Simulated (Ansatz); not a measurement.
# FeSi: the cost of one run

Computed with Ansatz 0.2.0 (DFT PBE, scalar-relativistic, plane waves, PAW, unless a step's input says otherwise).

**1. The structure to begin with**

Symmetry: Pm-3m, No. 221, cubic system. Conventional cell: a = 3.131 Å, b = 3.131 Å, c = 3.131 Å, α = 90.00°, β = 90.00°, γ = 90.00°. Fe (site symmetry m-3m) is surrounded by 8 Si at 2.71 Å. Si (site symmetry m-3m) is surrounded by 8 Fe at 2.71 Å.

Coordinates:

```
Fe Si
1.0
     3.13114    0.00000    0.00000
     0.00000    3.13114    0.00000
     0.00000    0.00000    3.13114
Fe Si
1 1
Direct
  0.00000 0.00000 0.00000
  0.50000 0.50000 0.50000
```

A structure generator made this guess: random cell by space group and Wyckoff sites (Pm-3m, No. 221). Lengths come from tabulated atomic sizes and are only a guess.

**2. A first look at the guess**

input.yaml

```yaml
crystal:
  lattice:
    - [3.13114212, 0.0, 0.0]
    - [0.0, 3.13114212, 0.0]
    - [0.0, 0.0, 3.13114212]
  atoms:
    - { symbol: Fe, position: [0.0, 0.0, 0.0], spin: 4.0 }
    - { symbol: Si, position: [0.5, 0.5, 0.5] }
basis:
  ecutwfc: 420
kpoints:
  mp_grid: { grid: [6, 6, 6] }
hamiltonian:
  xc: pbe
scf:
  occupations: { method: gaussian, width: 0.1 }
  lower_state_search: "off"
output:
  forces: true
  stress: true
  eigenvalues: true
  populations: true
magnetization:
  spin_polarized: true
```

Started as:

```sh
$ ansatz run input.yaml --threads 1 --pin off --max-ram 2560MiB --backend cpu --events-out ev --progress --plain --runs-dir out
```

**Question.** How long does this run take on 1 thread of Arm Neoverse V1, shared host, and how much memory does it need?

About 2.2 s, with a peak of 0.28 GiB.
